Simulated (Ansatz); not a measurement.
GaN: how the axes shrink under pressure

GaN, P6_3mc, a = 3.218 Å, c = 5.243 Å. Ansatz: PBE, PAW, 420 eV, Γ-centred 12×12×6 mesh on 4 atoms, Gaussian smearing 0.02 eV; no spin polarisation. Cell and atoms are relaxed at each pressure, and no other structure is tried; the real crystal is known to change phase within this range, so the rows at high pressure are metastable. y = 100 ln(c/c0) with c0 = 5.2432 Å, so nearly a change in per cent. The pressures are the targets, met within 0.07 GPa.

| P (GPa) | y | 100 ln(a/a0) |
| --- | --- | --- |
| -3.0 | ? | ? |
| 0.0 | 0.00 | 0.00 |
| 3.0 | -0.57 | -0.57 |
| 8.0 | -1.41 | -1.41 |
| 15.0 | -2.46 | -2.47 |
| 30.0 | -4.33 | -4.37 |
| 60.0 | -7.09 | -7.30 |

Task: Fit y = c1 P + c2 P² to the other rows, give the linear compressibility along c, and predict the missing y.

Result: Least squares on the rows shown. y = −0.1756 P + 0.0009608 P². The linear compressibility along c is −c1/100 = 1.76 per TPa, against 1.75 along a from the same fit to the last column (its missing entry is 0.61): the crystal is about as stiff along both at low pressure. The runs next to zero pressure give 1.95 and 1.93, so a parabola over the whole range misstates the start. With a term in P³ added, the coefficient of P becomes -0.1900, 8 % more, which shows how far this figure hangs on the form. At P = -3.0 the fit asked for gives 0.54. The run gave 0.62, so the fit is 0.08 too low, within twice the rms miss on the fitted rows (0.05).